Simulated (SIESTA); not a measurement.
Crystal: MgB2.

```
Mg B
1.0
     3.08500    0.00000    0.00000
    -1.54250    2.67169    0.00000
     0.00000    0.00000    3.52300
Mg B
1 2
Cartesian
  0.0000 0.0000 0.0000
  1.5425 0.8906 1.7615
  0.0000 1.7811 1.7615
```

Base run:

```yaml
Program: SIESTA 5.4.2
Functional: AM05
Potentials_or_basis: PseudoDojo 0.4 standard (PBEsol files)
Basis: DZP (energy shift 0.003 Ry; two zetas on semicore shells)
Grid_cutoff: 800 Ry
Energy_shift: 0.003 Ry
k_mesh: 10 × 10 × 8
Occupations: fermi-dirac, width 0.05 eV
Spin: no spin polarisation
```

Its results: band gap on the k mesh none (metal or under the smearing width); pressure 2.2 GPa.

Task: After a change of settings the same cell gave: band gap on the k mesh none (metal or under the smearing width); pressure -2.1 GPa. Which change was it?
A. functional from AM05 to LDA; potentials or basis from PseudoDojo 0.4 standard (PBEsol files) to PseudoDojo 0.4 standard (LDA files)
B. functional from AM05 to RPBE; potentials or basis from PseudoDojo 0.4 standard (PBEsol files) to PseudoDojo 0.4 standard (PBE files)
C. functional from AM05 to PBEsol
D. functional from AM05 to WC

Result: A.

Caveats: the basis of atomic orbitals isn't converged, which shifts pressures, moduli and gaps; the potentials were made for another functional, which shifts forces and pressure (some runs).
